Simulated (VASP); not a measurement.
The system is Ir.

```
CELL_PARAMETERS angstrom
-1.53954 1.53954 1.53954
1.53954 -1.53954 1.53954
1.53954 1.53954 -1.53954
ATOMIC_POSITIONS crystal
Ir 0.00000 0.00000 0.00000
```

This isn't the form of Ir at room conditions, which is fcc.

Base run:

```yaml
Program: VASP 6.6.1
Functional: PBEsol
Potentials_or_basis: VASP PAW PBE potentials, release 64 (Ir)
Cutoff: 520 eV
k_mesh: 20 × 20 × 20
Occupations: gaussian, width 0.5 eV
Spin: no spin polarisation
```

Its results: band gap on the k mesh none (metal or under the smearing width); pressure 1.9 GPa.

Question: The run is repeated on the same cell with these changes: cutoff from 520 eV to 900 eV; occupations from gaussian, width 0.5 eV to gaussian, width 0.1 eV. What comes out?

Answer: Band gap on the k mesh none (metal or under the smearing width); pressure 0.1 GPa.

Caveats: the PAW data sets were made with another functional, which shifts forces and pressure a little.

Not every run made on this cell is shown here.
